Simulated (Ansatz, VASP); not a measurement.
**One calculation of Ge, two programs**

File INCAR:

```
  PREC = Accurate
  ENCUT = 520
  EDIFF = 1E-6
  ISMEAR = 0
  SIGMA = 0.027000000000000003
  LREAL = F
  LASPH = T
  NELM = 80
  ALGO = Normal
  ISIF = 2
  LWAVE = F
  LCHARG = F
  GGA = PE
  NBANDS = 13
```

The input KPOINTS:

```
Automatic mesh
0
Gamma
  11 11 10
```

The input POSCAR:

```
Ge
1.0
    1.3971490000     -2.6005160000      0.0000000000
    1.3971490000      2.6005160000      0.0000000000
    0.0000000000      0.0000000000      2.6982310000
Ge
1
Direct
    0.5000000000      0.5000000000      0.0000000000
```

The input input.yaml:

```yaml
crystal:
  lattice:
    - [1.397149, -2.600516, 0.0]
    - [1.397149, 2.600516, 0.0]
    - [0.0, 0.0, 2.698231]
  atoms:
    - { symbol: Ge, position: [0.5, 0.5, 0.0] }
hamiltonian:
  xc: pbe
  pseudopotentials: { kind: paw }
kpoints:
  mp_grid: { grid: [11, 11, 10] }
scf:
  occupations: { method: gaussian, width: 0.027 }
output:
  forces: true
  stress: true
  eigenvalues: true
```

This isn't the form of Ge at room conditions, which is diamond.

Alike in both runs: task single point; functional PBE; k mesh 11 × 11 × 10; occupations gaussian, width 0.027 eV; no spin polarisation.

```csv
,VASP,Ansatz
version,VASP 6.6.1,Ansatz 0.2.0
potentials or method,"VASP PAW PBE potentials, release 64 (Ge_d)",Ansatz PAW
plane-wave cutoff (eV),520,420
valence electrons in the cell,14,14
```

|  | VASP | Ansatz | Ansatz less VASP |
| --- | --- | --- | --- |
| gap on the k mesh at the Fermi level (eV) | none | none | - |
| pressure (GPa) | -0.8 | -0.6 | +0.19 |
| largest component of the traceless stress (GPa) | 2.17 | 2.18 | +0.010 |

A gap of «none» marks a metal or a gap that the smearing closes.
